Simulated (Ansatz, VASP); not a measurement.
**One calculation of Sb, two programs**

```
Sb
1.0
     0.00000    2.34872    2.34872
     2.34872    0.00000    2.34872
     2.34872    2.34872    0.00000
Sb
1
Direct
  0.00000 0.00000 0.00000
```

Alike in both runs: task single point; functional PBE; k mesh 16 × 16 × 16; occupations gaussian, width 0.1 eV; no spin polarisation.

|  | VASP | Ansatz |
| --- | --- | --- |
| version | VASP 6.6.1 | Ansatz 0.2.0 |
| potentials or method | VASP PAW PBE potentials, release 64 (Sb) | scalar-relativistic, plane waves, PAW |
| plane-wave cutoff (eV) | 520 | 420 |
| valence electrons in the cell | 5 | 15 |

```tsv
	VASP	Ansatz	Ansatz less VASP
gap on the k mesh at the Fermi level (eV)	none	none	-
pressure (GPa)	3.8	3.9	+0.14
```

A gap of «none» marks a metal or a gap that the smearing closes. The functional is the same, so the differences come from potentials, cutoffs and numerics. The two sets of potentials don't hold the same shells in valence.

The runs have no spin-orbit coupling, so splittings on Sb are missing.
